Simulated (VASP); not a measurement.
Set up this calculation in VASP 6.6.1, as the native input.

| Quantity | Value |
| --- | --- |
| Task | single point |
| Functional | LDA |
| Potentials or basis | VASP PAW LDA potentials, release 64 (Al, P) |
| Cutoff | 520 eV |
| k mesh | 7 × 7 × 7 |
| Occupations | fermi-dirac, width 0.02 eV |
| Spin | no spin polarisation |
| Further INCAR settings | ALGO = Normal; EDIFF = 1e-06; NBANDS = 11 |

The structure of AlP lies in POSCAR:

```
AlP
1.0
    0.0000000000      2.7255000000      2.7255000000
    2.7255000000      0.0000000000      2.7255000000
    2.7255000000      2.7255000000      0.0000000000
Al P
1 1
Direct
    0.0000000000      0.0000000000      0.0000000000
    0.2500000000      0.2500000000      0.2500000000
```

One way to write it, as run:

INCAR

```
SYSTEM = AlP
  ALGO = Normal
  EDIFF = 1E-6
  ENCUT = 520
  ISIF = 2
  ISMEAR = -1
  KPAR = 4
  LASPH = .TRUE.
  LCHARG = .TRUE.
  LREAL = .FALSE.
  LVHAR = .TRUE.
  LWAVE = .FALSE.
  NBANDS = 11
  NELM = 60
  PREC = Accurate
  SIGMA = 0.02
```

KPOINTS

```
k-points
0
G
  7 7 7
  0 0 0
```

Potentials or basis: VASP PAW LDA potentials, release 64 (Al, P).

The run is started by

```console
$ cat potpaw_LDA.64/Al/POTCAR potpaw_LDA.64/P/POTCAR > POTCAR
$ mpirun -np 4 vasp_std > vasp.out
```

Results of the run:

- Pressure: -0.8 GPa
- Band gap on the k mesh: 1.56 eV, indirect (least direct gap 3.16 eV)

Caveat: an odd mesh through Γ misses points on the zone boundary, where band edges often lie.

Wall time 3.4 s on 4 MPI ranks on Intel(R) Xeon(R) Platinum 8488C (Sapphire Rapids) (shared host), peak memory 0.13 GiB a rank.
